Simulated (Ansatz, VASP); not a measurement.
# FeNi: VASP beside Ansatz

```xyz
2
Lattice="2.4681 0.0000 0.0000 0.0000 2.4681 0.0000 0.0000 0.0000 3.5329" Properties=species:S:1:pos:R:3 pbc="T T T"
Fe    0.0000    0.0000    0.0000
Ni    1.2341    1.2341    1.7665
```

Alike in both runs: functional PBEsol; k mesh 16 × 16 × 12; occupations gaussian, width 0.1 eV; collinear spin.

Ansatz relaxed the structure, and its values are those at the end. VASP's run is a single point on that final structure, the one shown.

```csv
,VASP,Ansatz
version,VASP 6.6.1,Ansatz 0.2.0
potentials or method,"VASP PAW PBE potentials, release 64 (Fe, Ni)","scalar-relativistic, plane waves, PAW"
plane-wave cutoff (eV),520,420
valence electrons in the cell,18,34
```

|  | VASP | Ansatz | Ansatz less VASP |
| --- | --- | --- | --- |
| gap on the k mesh at the Fermi level (eV) | none | none | - |
| pressure (GPa) | 0.1 | 0.0 | -0.09 |
| net moment per atom (μB) | 1.58 | 1.58 | -0.002 |
| size of the moment on the site where the two differ most (μB) | 0.61 | 0.68 | +0.068 |

Site moments also hang on the region over which each program counts them. A gap of «none» marks a metal or a gap that the smearing closes. The functional is the same, so the differences come from potentials, cutoffs and numerics. The two sets of potentials don't hold the same shells in valence.

Caveats: the PAW data sets were made with another functional, which shifts forces and pressure a little (VASP).
